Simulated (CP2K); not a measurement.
Something may be wrong with this CP2K 2026.2 calculation of TiSi2.

tisi2_scf.inp

```
&GLOBAL
  PROJECT tisi2_scf
  RUN_TYPE ENERGY_FORCE
  PRINT_LEVEL LOW
&END GLOBAL
&FORCE_EVAL
  METHOD QS
  STRESS_TENSOR ANALYTICAL
  &DFT
    BASIS_SET_FILE_NAME BASIS_MOLOPT_UZH
    POTENTIAL_FILE_NAME POTENTIAL_UZH
    &MGRID
      CUTOFF 450
      REL_CUTOFF 60
      NGRIDS 5
    &END MGRID
    &QS
      METHOD GPW
      EPS_DEFAULT 1.0E-10
    &END QS
    &KPOINTS
      SCHEME MONKHORST-PACK 8 8 8
      GAMMA_CENTERED T
      SYMMETRY T
      SYMMETRY_BACKEND SPGLIB
    &END KPOINTS
    &SCF
      SCF_GUESS ATOMIC
      EPS_SCF 1.0E-6
      MAX_SCF 50
      CHOLESKY OFF
      EPS_EIGVAL 1.0E-7
      &DIAGONALIZATION ON
        ALGORITHM STANDARD
      &END DIAGONALIZATION
      &MIXING ON
        METHOD BROYDEN_MIXING
        ALPHA 0.4
        BETA 1.5
        NBUFFER 8
      &END MIXING
      &SMEAR ON
        METHOD FERMI_DIRAC
        ELECTRONIC_TEMPERATURE 580.23
      &END SMEAR
    &END SCF
    &XC
      &XC_FUNCTIONAL PBE
      &END XC_FUNCTIONAL
    &END XC
    &PRINT
      &KPOINTS ON
      &END KPOINTS
      &MULLIKEN ON
      &END MULLIKEN
      &MO ON
        ENERGIES T
        OCCUPATION_NUMBERS T
        &EACH
          QS_SCF 0
        &END EACH
        ADD_LAST NUMERIC
      &END MO
    &END PRINT
  &END DFT
  &SUBSYS
    &CELL
      A 6.9859489419 0.0000000000 0.0000000000
      B -6.0939883006 3.4156681940 0.0000000000
      C 0.0000000000 0.0000000000 3.5651739700
      PERIODIC XYZ
    &END CELL
    &COORD
      Ti  -4.7452102856 3.0634510479 0.8912934925
      Ti  5.6371709269 0.3522171461 2.6738804775
      Si  3.7200824571 0.8528417278 0.8912934925
      Si  -2.8281218158 2.5628264662 2.6738804775
      Si  -0.3159449896 1.9068017220 0.8912934925
      Si  1.2079056309 1.5088664720 2.6738804775
    &END COORD
    &KIND Ti
      BASIS_SET DZVP-MOLOPT-PBE-GTH-q12
      POTENTIAL GTH-PBE-q12
    &END KIND
    &KIND Si
      BASIS_SET DZVP-MOLOPT-PBE-GTH-q4
      POTENTIAL GTH-PBE-q4
    &END KIND
    &PRINT
      &ATOMIC_COORDINATES ON
      &END ATOMIC_COORDINATES
      &CELL ON
      &END CELL
    &END PRINT
  &END SUBSYS
  &PRINT
    &FORCES ON
    &END FORCES
    &STRESS_TENSOR ON
    &END STRESS_TENSOR
  &END PRINT
&END FORCE_EVAL
```

Potentials or basis: POTENTIAL_UZH Ti GTH-PBE-q12, Si GTH-PBE-q4; DZVP-MOLOPT-PBE-GTH basis.

Launch:

```sh
$ OMP_NUM_THREADS=1 cp2k.psmp -i tisi2_scf.inp -o tisi2_scf.out
```

tisi2_scf.out:

```text

 CP2K| version string:                                       CP2K version 2026.2
 CP2K| Input file name                                             tisi2_scf.inp

 GLOBAL| Force Environment number                                              1
 GLOBAL| Basis set file name                                    BASIS_MOLOPT_UZH
 GLOBAL| Potential file name                                       POTENTIAL_UZH
 GLOBAL| MM Potential file name                                     MM_POTENTIAL
 GLOBAL| Coordinate file name                                      __STD_INPUT__
 GLOBAL| Method name                                                        CP2K
[... 41 lines left out ...]
 *******************************************************************************
 *   ___                                                                       *
 *  /   \                                                                      *
 * [ABORT]                                                                     *
 *  \___/             Extra MOs (ADDED_MOS) are required for smearing          *
 *    |                                                                        *
 *  O/|                                                                        *
 * /| |                                                                        *
 * / \                                                   qs_environment.F:2248 *
 *******************************************************************************

 ===== Routine Calling Stack =====

            2 qs_init_subsys
            1 CP2K
```

What happened, and what is wrong with the input?

The program refused the input. The input holds a flaw that was put in on purpose: smearing without added orbitals (added_mos = [0]).

A sound run on the same cell differs in these lines of the main input:
```diff
@@ -30 +30,2 @@
-      MAX_SCF 50
+      MAX_SCF 100
+      ADDED_MOS 24
```
